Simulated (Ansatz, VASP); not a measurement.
Two plane-wave programs on MgTe

File INCAR:

```
SYSTEM = MgTe
ALGO = Normal ; EDIFF = 1E-6
ENCUT = 520 ; GGA = PE
ISIF = 2 ; ISMEAR = 0
LASPH = .TRUE. ; LCHARG = .FALSE.
LREAL = .FALSE. ; LWAVE = .FALSE.
NBANDS = 16 ; NELM = 100
PREC = Accurate ; SIGMA = 0.02
```

KPOINTS

```
k-points
0
G
  6 6 4
  0 0 0
```

File POSCAR:

```
MgTe
1.0
    4.6657436997      0.0000000000      0.0000000000
   -2.3328718498      4.0406525714      0.0000000000
    0.0000000000      0.0000000000      7.1964034689
Mg Te
2 2
Direct
    0.3333333397      0.6666666603      0.9909451977
    0.6666666603      0.3333333397      0.4909451977
    0.3333333281      0.6666666719      0.3790548023
    0.6666666719      0.3333333281      0.8790548023
```

Input for Ansatz:

```yaml
crystal:
  lattice:
    - [4.6657436997, 0.0, 0.0]
    - [-2.3328718498, 4.0406525714, 0.0]
    - [0.0, 0.0, 7.1964034689]
  atoms:
    - { symbol: Mg, position: [0.3333333397, 0.6666666603, 0.9909451977] }
    - { symbol: Mg, position: [0.6666666603, 0.3333333397, 0.4909451977] }
    - { symbol: Te, position: [0.3333333281, 0.6666666719, 0.3790548023] }
    - { symbol: Te, position: [0.6666666719, 0.3333333281, 0.8790548023] }
basis:
  ecutwfc: 420
kpoints:
  mp_grid: { grid: [6, 6, 4] }
  band_path: { path: [VBM, CBM], npoints: 2 }
hamiltonian:
  xc: pbe
scf:
  occupations: { method: gaussian, width: 0.02 }
output:
  forces: true
  stress: true
  eigenvalues: true
checkpoint:
  read: start.run
  write: ck
  compress: false
  write_wavefunctions: false
  write_every: 100000
```

Alike in both runs: task single point; functional PBE; k mesh 6 × 6 × 4; occupations gaussian, width 0.02 eV; no spin polarisation.

|  | VASP | Ansatz |
| --- | --- | --- |
| version | VASP 6.6.1 | Ansatz 0.2.0 |
| potentials or method | VASP PAW PBE potentials, release 64 (Mg, Te) | scalar-relativistic, plane waves, PAW |
| plane-wave cutoff (eV) | 520 | 420 |
| valence electrons in the cell | 16 | 52 |

|  | VASP | Ansatz | Ansatz less VASP |
| --- | --- | --- | --- |
| gap on the k mesh at the Fermi level (eV) | 2.23 | 2.24 | +0.011 |
| least direct gap on the mesh (eV) | 2.23 | 2.24 | +0.011 |
| pressure (GPa) | 0.5 | 0.5 | +0.01 |
| largest component of the traceless stress (GPa) | 1.04 | 1.03 | -0.012 |

The two sets of potentials don't hold the same shells in valence.

Caveats: spin-orbit coupling is left out, which moves the levels of the heavy elements. A k mesh can miss the band edges. A hybrid or GW would open this gap; PBE tends to underestimate it.
